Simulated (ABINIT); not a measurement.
SiC (Moissanite 3C):

```
CELL_PARAMETERS angstrom
0.00000 2.17900 2.17900
2.17900 0.00000 2.17900
2.17900 2.17900 0.00000
ATOMIC_POSITIONS crystal
Si 0.00000 0.00000 0.00000
C 0.75000 0.75000 0.75000
```

Base run:

* Program: ABINIT 10.8.3 (patched build)
* Functional: PBEsol
* Potentials or basis: JTH PAW PBE v2.0
* Cutoff: 544 eV
* k mesh: 8 × 8 × 8
* Occupations: fermi-dirac, width 0.05 eV
* Spin: no spin polarisation

Its results: band gap on the k mesh 1.24 eV, indirect (least direct gap 4.47 eV); pressure -0.6 GPa.

Q: The run is repeated on the same cell with these changes: k mesh from 8 × 8 × 8 to 4 × 4 × 4. What comes out?

A: Band gap on the k mesh 1.19 eV, indirect (least direct gap 4.44 eV); pressure -0.2 GPa.

Caveats: some runs use coarse meshes; the PAW data sets were made with another functional, which shifts forces and pressure a little.

A k mesh can miss the band edges.
